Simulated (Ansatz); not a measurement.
Reactions of AlFGeH6Si (`F[SiH2][AlH][GeH3]`).

Computed with Ansatz on PBE0-D4/def2-TZVP structures; ΔE is electronic, products minus reactants. CCSD(T)/CBS adds triple-zeta CCSD(T) − MP2 to the extrapolated MP2 energy (def2 sets, frozen cores). This one scheme is used for every species. Functionals use def2-TZVPP. For Ge outer-core shells are correlated without core-valence functions, which leaves a few kJ/mol of doubt a bond. Scalar relativity is left out up to krypton. Each species was taken in one conformer, which may not be the lowest.

```json
{"reaction": "`F[SiH2][AlH][GeH3]` + `C=C(S)S` → `C=C(S)S[SiH2]F` + `[AlH2][GeH3]`", "CCSD(T)/CBS(def2) (kcal/mol)": "-16.8"}
{"reaction": "`F[SiH2][AlH][GeH3]` + `[CH3][GeH2][CH3]` → `[CH3][AlH][SiH2]F` + `[CH3][GeH2][GeH3]`", "CCSD(T)/CBS(def2) (kcal/mol)": "-2.9"}
{"reaction": "`F[SiH2][AlH][GeH3]` + `[CH3][GeH]([F])[Cl]` → `[F][GeH]([Cl])[GeH3]` + `[CH3][AlH][SiH2]F`", "CCSD(T)/CBS(def2) (kcal/mol)": "1.6"}
{"reaction": "`F[SiH2][AlH][GeH3]` + `O[SiH2][SiH3]` → `[SiH3][AlH][GeH3]` + `O[SiH2][SiH2]F`", "CCSD(T)/CBS(def2) (kcal/mol)": "?"}
{"reaction": "`F[SiH2][AlH][GeH3]` + `CO[SiH2]S` → `CO[SiH2]S[SiH2]F` + `[AlH2][GeH3]`", "CCSD(T)/CBS(def2) (kcal/mol)": "-18.6"}
{"reaction": "`F[SiH2][AlH][GeH3]` + `N=C1O[SiH2]1` → `[GeH3]/[N]=C1\\O[SiH2]1` + `F[SiH2][AlH2]`", "CCSD(T)/CBS(def2) (kcal/mol)": "?"}
{"reaction": "`F[SiH2][AlH][GeH3]` + `CCC(=O)O` → `O=C(O)[CH2][GeH3]` + `[CH3][AlH][SiH2]F`", "CCSD(T)/CBS(def2) (kcal/mol)": "?"}
{"reaction": "`F[SiH2][AlH][GeH3]` + `C=CN[SiH2]Cl` → `C=C[N]([GeH3])[SiH2]Cl` + `F[SiH2][AlH2]`", "CCSD(T)/CBS(def2) (kcal/mol)": "5.1"}
{"reaction": "`F[SiH2][AlH][GeH3]` + `CN[SiH2]O` → `C[N]([GeH3])[SiH2]O` + `F[SiH2][AlH2]`", "CCSD(T)/CBS(def2) (kcal/mol)": "5.8"}
{"reaction": "`F[SiH2][AlH][GeH3]` + `NB(O)F` → `OB(F)[NH][GeH3]` + `F[SiH2][AlH2]`", "CCSD(T)/CBS(def2) (kcal/mol)": "4.7"}
```

Question: Fill in the missing values. (Estimate.)

Answer: Ansatz gave: `F[SiH2][AlH][GeH3]` + `O[SiH2][SiH3]` → `[SiH3][AlH][GeH3]` + `O[SiH2][SiH2]F`: -1.1 kcal/mol; `F[SiH2][AlH][GeH3]` + `N=C1O[SiH2]1` → `[GeH3]/[N]=C1\O[SiH2]1` + `F[SiH2][AlH2]`: +5.2 kcal/mol; `F[SiH2][AlH][GeH3]` + `CCC(=O)O` → `O=C(O)[CH2][GeH3]` + `[CH3][AlH][SiH2]F`: +0.1 kcal/mol.

Largest T1 diagnostic: 0.017, for `N=C1O[SiH2]1`.
